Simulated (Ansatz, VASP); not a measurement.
**One calculation of In2Pd, two programs**

POSCAR

```
In2Pd
1.0
    0.0000000000      3.3486790000      0.0000000000
    3.3486790000      0.0000000000      0.0000000000
    1.6743390000      1.6743390000     -6.0143860000
In Pd
2 1
Direct
    0.3400000000      0.3400000000      0.3200000000
    0.6600000000      0.6600000000      0.6800000000
    0.0000000000      0.0000000000      0.0000000000
```

Contents of INCAR.step1:

```
  PREC = Accurate
  ENCUT = 520
  ISMEAR = -1
  SIGMA = 0.1
  LREAL = False
  LASPH = True
  NELM = 80
  NBANDS = 25
  GGA = PE
  ALGO = Normal
  EDIFF = 1E-4
  LWAVE = True
  LCHARG = False
```

Contents of INCAR.step2:

```
  PREC = Accurate
  ENCUT = 520
  EDIFF = 1E-7
  ISMEAR = -1
  SIGMA = 0.1
  LREAL = False
  LASPH = True
  NELM = 80
  ALGO = Normal
  ISIF = 2
  LWAVE = False
  LCHARG = False
  METAGGA = R2SCAN
  LMIXTAU = True
  NBANDS = 25
  ISTART = 1
```

The input KPOINTS:

```
Automatic mesh
0
Gamma
  6 6 6
```

Input for Ansatz:

```yaml
crystal:
  lattice:
    - [0.0, 3.348679, 0.0]
    - [3.348679, 0.0, 0.0]
    - [1.674339, 1.674339, -6.014386]
  atoms:
    - { symbol: In, position: [0.34, 0.34, 0.32] }
    - { symbol: In, position: [0.66, 0.66, 0.68] }
    - { symbol: Pd, position: [0.0, 0.0, 0.0] }
  symmetry: { tolerance: 0.0003 }
kpoints:
  mp_grid: { grid: [6, 6, 6], shift: [0, 0, 0] }
magnetization:
  spin_polarized: false
scf:
  occupations: { method: fermi_dirac }
  n_extra_bands: 8
hamiltonian:
  pseudopotentials: { kind: paw }
  xc: r2scan
basis:
  ecutwfc: 500
output:
  forces: true
  stress: true
  eigenvalues: true
  write_density: true
  write_potential: true
  elf: true
  volumetric_format: npy
```

The cell was built by a generator and needn't be a form met in nature.

Alike in both runs: task single point; functional r2SCAN; k mesh 6 × 6 × 6; no spin polarisation.

|  | VASP | Ansatz |
| --- | --- | --- |
| version | VASP 6.6.1 | Ansatz 0.2.0 |
| potentials or method | VASP PAW PBE potentials, release 64 (In_d, Pd) | PAW plane waves |
| plane-wave cutoff (eV) | 520 | 500 |
| occupations | fermi-dirac, width 0.1 eV | fermi-dirac |
| valence electrons in the cell | 36 | 44 |

```csv
,VASP,Ansatz,Ansatz less VASP
gap on the k mesh at the Fermi level (eV),none,none,-
pressure (GPa),-7.2,-7.3,-0.09
largest component of the traceless stress (GPa),0.51,0.52,+0.008
rms of the force components (eV/Å),0.489,0.491,+0.0018
```

Atom by atom the forces differ by 0.002 eV/Å (rms over components). A gap of «none» marks a metal or a gap that the smearing closes. The two sets of potentials don't hold the same shells in valence.

Caveats: the PAW data sets were made with another functional, which shifts forces and pressure a little (VASP).
